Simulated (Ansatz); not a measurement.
# PbS, one cell by several methods

```
Pb S
1.0
     0.00000    3.32224    3.32224
     3.32224    0.00000    3.32224
     3.32224    3.32224    0.00000
Pb S
1 1
Direct
  0.00000 0.00000 0.00000
  0.25000 0.25000 0.25000
```

Atoms are numbered in the order listed.

The cell was built from the zincblende type and relaxed in the same program, and has space group F-43m; it needn't be a known or the stable phase.

Spin–orbit coupling is left out, though it moves levels of the heavy atoms by tenths of an eV or more.

All numbers are computed: DFT, PBE, PAW with Ansatz's default frozen-core files, scalar-relativistic (Ansatz 0.2.0); DFT, PBE, all-electron PAW with datasets made for the crystal, scalar-relativistic (Ansatz 0.2.0); DFT, PBE, all-electron LAPW, scalar-relativistic (Ansatz 0.2.0).

For PAW: a Γ-centred 11×11×11 k mesh, Fermi–Dirac smearing of 0.03 eV, cutoff 420 eV, no spin polarisation. The crystal-made all-electron datasets (AE datasets) take a cutoff of 240 eV at this cell. LAPW targets a basis error of 1 meV/atom. The Ansatz runs share mesh, smearing and spin set-up. Plane-wave (PAW) pressures include the program's estimate of the Pulay term.

Stress and pressure are positive in compression.

Levels count from the top of the valence band.

```csv
quantity,PAW,AE datasets,LAPW
pressure (GPa),0.05,0.06,0.06
band gap (eV),0.841,0.841,0.841
highest filled level at K (eV),-0.324,-0.325,-0.325
lowest empty level at K (eV),1.861,1.860,1.860
highest filled level at L (eV),-1.881,-1.881,-1.881
lowest empty level at L (eV),3.192,3.192,3.192
highest filled level at Γ (eV),-1.669,-1.670,-1.670
lowest empty level at Γ (eV),2.495,2.495,2.495
```

PAW's pressure differs from the LAPW value by about 0.01 GPa or less.
